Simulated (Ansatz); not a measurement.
# HfO2: the cost of one run

Method: DFT r2SCAN, scalar-relativistic, plane waves, PAW, in Ansatz 0.2.0.

1 further run of the same task is left out (set aside as unsound or not needed). Runs told in other sessions of the task aren't counted.

**1. The starting structure**

Symmetry: P4_2/nmc, No. 137, tetragonal system. The conventional cell has a = 3.577 Å, b = 3.577 Å, c = 5.203 Å, α = 90.00°, β = 90.00°, γ = 90.00°. Around Hf (site symmetry -4m2) lie 4 O at 2.06 Å. O (site symmetry 2mm) has 2 Hf at 2.06 Å in its first shell of neighbours.

As a file:

```
CELL_PARAMETERS angstrom
3.57682 0.00000 0.00000
0.00000 3.57682 0.00000
0.00000 0.00000 5.20267
ATOMIC_POSITIONS crystal
Hf 0.50000 0.50000 0.50000
Hf 0.00000 0.00000 0.00000
O 0.00000 0.50000 0.69616
O 0.50000 0.00000 0.80384
O 0.50000 0.00000 0.30384
O 0.00000 0.50000 0.19616
```

It goes back to an entry of the Materials Project, which need not be the stable form.

This cell was relaxed beforehand with the same method: volume 11.09 Å³/atom, gap on the mesh 5.26 eV.

**2. The reference cell**

Reference values: F = -33752.5803 eV; pressure -0.01 GPa; largest force 0.000 eV/Å; gap on the mesh 5.26 eV. It was computed beforehand with the settings of the runs below.

**3. Setting up energy and stress against strain**

The cell is strained by ε times the Voigt pattern (1, 0, 0, 0, 0, 0) (xx, yy, zz, yz, xz, xy; engineering shear), with fractional coordinates fixed (clamped ions). The stress on the pattern is the sum of the stress components weighted by it, tension positive.

**4. Point ε = -0.1500**

The input, input.yaml:

```yaml
crystal:
  lattice:
    - [3.0403006824, 0.0, 0.0]
    - [0.0, 3.5768243322, 0.0]
    - [0.0, 0.0, 5.2026739537]
  atoms:
    - { symbol: Hf, position: [0.5, 0.5, 0.5] }
    - { symbol: Hf, position: [0.0, 0.0, 0.0] }
    - { symbol: O, position: [0.0, 0.5, 0.6961635346] }
    - { symbol: O, position: [0.5, 0.0, 0.8038364654] }
    - { symbol: O, position: [0.5, 0.0, 0.3038364654] }
    - { symbol: O, position: [0.0, 0.5, 0.1961635346] }
basis:
  ecutwfc: 500
kpoints:
  mp_grid: { grid: [6, 6, 6] }
hamiltonian:
  xc: r2scan
scf:
  occupations: { method: gaussian, width: 0.05 }
output:
  forces: true
  stress: true
  eigenvalues: true
```

Launch:

```console
ansatz run input.yaml --threads 1 --pin off --max-ram 2560MiB --backend cpu --events-out ev --progress --plain --runs-dir out
```

Q: Estimate wall time and peak memory on 1 thread of Intel Xeon at 2.50GHz (Skylake/Cascade Lake), shared host.

About 38 s, with a peak of 0.57 GiB.
